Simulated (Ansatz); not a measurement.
The cell is COD entry 1510711, as deposited and not checked against the literature; nothing was relaxed. The listed cell was then made from it by scaling, straining or moving an atom.

HfB2: DFT, PBE, all-electron PAW with datasets made for the crystal, scalar-relativistic (Ansatz 0.2.0). What sets it apart from a plain run of this crystal: equal xy, yz and zx engineering shear strains of -1 %.

Command: `ansatz run input.yaml --threads 1 --pin off --max-ram 6144MiB --backend cpu --events-out ev --progress --plain --runs-dir out` The run took 120 s on 1 thread of Intel(R) Xeon(R) Platinum 8488C (Sapphire Rapids) (shared host), peak memory 2.2 GiB.

```yaml
crystal:
  lattice:
    - [3.1400001005, -0.0157000005, -0.0157000005]
    - [-1.5835966496, 2.7271698552, -0.005746599]
    - [-0.0174, -0.0174, 3.48]
  atoms:
    - { symbol: Hf, position: [0.0, 0.0, 0.0] }
    - { symbol: B, position: [0.3333333333, 0.6666666667, 0.5] }
    - { symbol: B, position: [0.6666666667, 0.3333333333, 0.5] }
kpoints:
  mp_grid: { grid: [13, 13, 11] }
scf:
  occupations: { method: fermi_dirac, width: 0.05 }
hamiltonian:
  xc: pbe
  pseudopotentials: { kind: all_electron, datasets: crystal }
output:
  forces: true
  stress: true
  eigenvalues: true
  efg: { contact_densities: true }
```

Output (standing set-up lines are left out):

```
hamiltonian.pseudopotentials.datasets: crystal makes datasets for this crystal and solves the spheres of its atoms anew in each pass: cutoff 400.0 eV, the density's 1600.0 eV; for an error of 0.50 meV an atom under PBE, 1.5 meV for the cell; an energy difference from a run of another recipe may be off by several times the error for the cell, under r2SCAN by more, where some 0.1 meV an atom stays at smaller errors; B in spheres of 0.900 Å, 3 of its electrons in bands; Hf in spheres of 1.376 Å, 26 of its electrons in bands
Crystal: 3 atoms, lattice volume = 29.712 Å³
Basis set: ecut = 400 eV, 555 PW (Γ), exchange–correlation on 48×48×48 points (8 copies of the dense FFT grid, shifted against one another)
Symmetry: 2 space group operations
Space group: P-1 (ITA 2), of the structure as read, at distance tolerance 3.1e-5 Å
k-points: 930 of 1859
PAW one-centre angular grid: B, 110 points (default); XC on its mesh's 1941 points in the sphere
iter 1 solved again at ethr=1.33e-2 eV; its pass at ethr=1.00e-1 eV (dr2=4.27e0 eV) is discarded
SCF iter   1: F=—  HF=-411606.728529 eV  |F-HF|=—  |Δ(HF+E_count)|=         —  Δρ=8.48e-2  dr2=4.13e0  ethr=1.33e-2  ⟨swp⟩=2.0  Hψ=94458  notcnv=0
preconditioner: auto → none  [metal: Δε(μ)=0.006 eV  Ē_g=16.701 eV  σ=0.050 eV  W_gap=0.03  n_scr=8 (ndim 8)  ℏωp=37.3 eV  f_vac=0.000  D(μ)=0.40/eV (n_scr^D=0)  sad-step TF]
SCF iter   2: F=—  HF=-411606.072667 eV  |F-HF|=—  |Δ(HF+E_count)|=   6.56e-1  Δρ=4.98e-2  dr2=1.45e0  ethr=1.29e-2  ⟨swp⟩=3.1  Hψ=39794  notcnv=0  defer=26
SCF iter   3: F=—  HF=-411605.759800 eV  |F-HF|=—  |Δ(HF+E_count)|=   3.13e-1  Δρ=2.03e-2  dr2=2.50e-1  ethr=4.52e-3  ⟨swp⟩=4.3  Hψ=48599  notcnv=0  defer=77
iter 4 solved again at ethr=5.15e-5 eV; its pass at ethr=7.80e-4 eV (dr2=1.65e-2 eV) is discarded
SCF iter   4: F=—  HF=-411605.631411 eV  |F-HF|=—  |Δ(HF+E_count)|=   1.28e-1  Δρ=7.23e-3  dr2=1.61e-2  ethr=5.15e-5  ⟨swp⟩=2.1  Hψ=88355  notcnv=0  defer=35
SCF iter   5: F=—  HF=-411605.643174 eV  |F-HF|=—  |Δ(HF+E_count)|=   1.18e-2  Δρ=2.16e-3  dr2=2.04e-3  ethr=5.04e-5  ⟨swp⟩=3.2  Hψ=44490  notcnv=0  defer=29
SCF iter   6: F=—  HF=-411605.642243 eV  |F-HF|=—  |Δ(HF+E_count)|=   9.31e-4  Δρ=1.15e-3  dr2=8.26e-4  ethr=6.37e-6  ⟨swp⟩=3.2  Hψ=51625  notcnv=0  defer=4
SCF iter   7: F=—  HF=-411605.642053 eV  |F-HF|=—  |Δ(HF+E_count)|=   1.90e-4  Δρ=1.07e-4  dr2=6.06e-6  ethr=2.58e-6  ⟨swp⟩=3.0  Hψ=47703  notcnv=0  defer=2
SCF iter   8: F=—  HF=-411605.641999 eV  |F-HF|=—  |Δ(HF+E_count)|=   5.48e-5  Δρ=5.75e-5  dr2=1.49e-6  ethr=1.90e-8  ⟨swp⟩=3.4  Hψ=48619  notcnv=0  defer=3
SCF iter   9: F=-411605.641999 eV  HF=-411605.641999 eV  |F-HF|=6.98e-9  |Δ(HF+E_count)|=   7.19e-8  Δρ=4.01e-6  dr2=7.84e-9  ethr=4.65e-9  ⟨swp⟩=3.0  Hψ=38359  notcnv=0  defer=4
SCF 1 converged in 9 iterations: F = -411605.641998 eV  dr2 = 7.84e-9
  Residual-converged pass: ⟨swp⟩=3.8  Hψ=43746  notcnv=0  max |occ|·‖R‖ = 6.5e-6 eV (tolerance 6.5e-6 eV)  dr2=9.09e-9  dr2_onsite=7.28e-9  max |Δocc| = 2.0e-9
  greatest PAW one-centre occupation: 1.000 electrons in one spin orbital (limit 2), on the Hf atom at site 0 (counted from 0), in its partial waves of l = 3
SCF converged after 9 iterations
Free energy (F): -411605.641998 eV
Harris-Foulkes:  -411605.641998 eV  (|F-HF|=6.98e-9)
Internal energy: -411605.640313 eV  (E = F + TS)
E sigma→0 (E₀):  -411605.641156 eV
Entropy (-TS):   -0.001685 eV (-0.562 meV/atom)
Past the cutoff: the bands carry plane waves up to 1.75 times it, of which those up to 1.5 times it add -0.000308 eV an atom, each by itself; the spheres take 0.000180 eV an atom off the energy for waves past 1.75 times it
By the cutoff:   a pressure is off by up to 0.008 GPa (1.2 times the spheres' own share and the shells' term, over an atom's volume, and 0.004 GPa: a bound that held against runs at twice the plane waves)
Past the cutoffs: a stress includes 0.0016 GPa for waves and charges beyond them, in addition to the slope of what the spheres take
In the spheres:  the bands' charges fall short by 6.6e-7 e at most (sound up to 1e-3)
Fermi energy:    20.996283 eV
--- Per-component energies (eV) ---
  The terms above E_closure are by the made datasets' own strengths, without shells solved beside the bands.
--- Forces (eV/Å), atoms counted from 1 ---
  atom   1  Hf     0.00000000     0.00000000     0.00000000
  atom   2  B     -0.01414565     0.00141869    -0.00173273
  atom   3  B      0.01414565    -0.00141869     0.00173273
  max |Σ_I F_I| component: 0.00e0 eV/Å
--- Stress (GPa, compression-positive) ---
        1.485591       2.755256       2.673976
        2.755256       1.485925       2.673174
        2.673976       2.673174       1.592145
  P = ⅓ Tr σ = 1.5212 GPa (15.212 kbar)
--- PAW observables at the nuclei: V_zz in 10²¹ V/m², potentials from the cell's mean, atoms counted from 1 ---
  atom   1  Hf V_zz =   +11.564441   η = 0.2775   by run symmetry: allowed
            electrostatic potential = -14184.330529 V   contact ρ = 7525144.156827 e/Å³
  atom   2  B  V_zz =    -0.100379   η = 0.6840   by run symmetry: allowed
            electrostatic potential = -336.225103 V   contact ρ = 485.991463 e/Å³
  atom   3  B  V_zz =    -0.100379   η = 0.6840   by run symmetry: allowed
            electrostatic potential = -336.225103 V   contact ρ = 485.991463 e/Å³
--- Band table (eV; the first three rows and the last of 930) ---
  k-point 0: bands = ["-40.8855", "-9.7497", "-9.2790", "-9.2605", "7.1524", "9.1437", "9.1591", "9.1731", "9.1750", "9.1795", "9.1808", "9.2694", "17.8792", "17.9406", "18.0415", "18.1624", "24.8620", "24.9053"]
  k-point 1: bands = ["-40.8850", "-9.7721", "-9.2774", "-9.2589", "7.2830", "9.1424", "9.1590", "9.1736", "9.1752", "9.1791", "9.1806", "9.2694", "16.8547", "18.0182", "18.1227", "19.1525", "23.9470", "24.0181"]
  k-point 2: bands = ["-40.8835", "-9.8318", "-9.2730", "-9.2545", "7.6583", "9.1396", "9.1588", "9.1705", "9.1727", "9.1814", "9.1838", "9.2694", "15.6616", "18.2710", "18.3717", "20.2406", "22.8877", "22.9648"]
  k-point 929: bands = ["-40.8371", "-9.9732", "-9.6390", "-9.4743", "9.0905", "9.1485", "9.1549", "9.1957", "9.1979", "9.2081", "9.2296", "10.5466", "12.7561", "16.5870", "17.0550", "18.7012", "22.1404", "24.6949"]
```
